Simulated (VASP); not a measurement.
# HfN: convergence, energy along a vibration (SMASS = -2)

HfN, atoms displaced along the mode, 2 atoms in the cell. PBE, energy along a line of displacements; PAW potentials Hf_pv, N (PBE set). VASP 6.6.1.

Wanted: harmonic frequency within 1 %.

Mode: optical mode at Gamma along x.

POSCAR:
```
HfN
1.0
    0.0000000000      2.2560000000      2.2560000000
    2.2560000000      0.0000000000      2.2560000000
    2.2560000000      2.2560000000      0.0000000000
Hf N
1 1
Direct
    0.0012901555     -0.0012901555     -0.0012901555
    0.4835596590      0.5164403410      0.5164403410

    0.0014552954   0.0000000000   0.0000000000
   -0.0185447046   0.0000000000   0.0000000000
```

The series start from k mesh: 7 × 7 × 7; Cutoff (eV): 520; Step along the mode (Å): 0.02; Electronic threshold (eV): 1e-7; Smearing width (eV): 0.15; Precision and projection: Accurate, reciprocal space. Each series keeps the choices made before it, and each single choice may use up half of a tolerance.

## k mesh

| k mesh | Harmonic frequency (THz) | Time (s) |
|---|---|---|
| 3 × 3 × 3 | 17.25 | 7.0 |
| 5 × 5 × 5 | 15.75 | 13 |
| 6 × 6 × 6 | 15.12 | 18 |
| 7 × 7 × 7 | 15.2 | 26 |
| 9 × 9 × 9 | 14.84 | 48 |
| 11 × 11 × 11 (reference) | 14.8 | 82 |

## Cutoff (eV)

| Cutoff (eV) | Harmonic frequency (THz) | Time (s) |
|---|---|---|
| 280 | 14.76 | 32 |
| 340 | 14.72 | 39 |
| 400 | 14.85 | 41 |
| 460 | 14.86 | 48 |
| 520 | 14.84 | 48 |
| 600 (reference) | 14.86 | 107 |

## Electronic threshold (eV)

| Electronic threshold (eV) | Harmonic frequency (THz) | Time (s) |
|---|---|---|
| 0.001 | 14.85 | 30 |
| 0.0001 | 14.85 | 32 |
| 1e-5 | 14.85 | 35 |
| 1e-6 | 14.85 | 37 |
| 1e-7 | 14.85 | 41 |
| 1e-8 (reference) | 14.85 | 47 |

## Smearing width (eV)

| Smearing width (eV) | Harmonic frequency (THz) | Time (s) |
|---|---|---|
| 0.4 | 14.9 | 35 |
| 0.3 | 14.81 | 36 |
| 0.2 | 14.81 | 34 |
| 0.15 | 14.85 | 30 |
| 0.1 (reference) | 14.84 | 34 |

## Precision and projection

| Precision and projection | Harmonic frequency (THz) | Time (s) |
|---|---|---|
| Accurate, reciprocal space | 14.9 | 35 |
| Normal, reciprocal space | 14.88 | 16 |
| Normal, Auto | 14.87 | 31 |

## Question

The rows run from the loosest to the tightest (no order: precision and projection). For each series: choose the loosest value from which every tighter one stays within half of the tolerance; where there is no order, keep the first row unless others stay within half of the tolerance and take at least 30 % less time, and then take the fastest.

## Answer

- k mesh: 9 × 9 × 9
- Cutoff (eV): 400
- Electronic threshold (eV): 0.001
- Smearing width (eV): 0.4
- Precision and projection: Normal, reciprocal space

## All choices together

| Input | Harmonic frequency (THz) | Time (s) |
|---|---|---|
| defaults on a coarse mesh (naive) | 14.54 | 2.4 |
| chosen settings | 14.88 | 16 |
| reference settings throughout | 14.76 | 175 |

The tolerance is met.

## The input

INCAR:
```
SYSTEM = HfN
ALGO = Normal ; EDIFF = 0.001
ENCUT = 400 ; GGA = PE
IBRION = 0 ; ISMEAR = 1
ISYM = 0 ; KPAR = 2
LASPH = .True. ; LCHARG = .False.
LREAL = .False. ; LWAVE = .False.
NELMIN = 4 ; NSW = 9
POTIM = 1 ; PREC = Normal
SIGMA = 0.4 ; SMASS = -2
```

KPOINTS:
```
Automatic mesh
0
Gamma
  9 9 9
  0 0 0
```

Commands:
```
cat potpaw_PBE.64/Hf_pv/POTCAR potpaw_PBE.64/N/POTCAR > POTCAR
mpirun -np 2 vasp_std > vasp.out
```

Limits: NELMIN = 4 forces that many electronic steps, so a loose EDIFF looks better here than it is.

The chosen input took VASP 6.6.1 16 s on 2 cores (Intel Xeon 6975P-C (Granite Rapids)), a shared host.

## An input that fails: SMASS left out, so the atoms move under their forces

It runs to its end, but against the unchanged starting input it is off by 8.3 % in the harmonic frequency.

Changes against the starting input:
```
- SMASS = -2
```
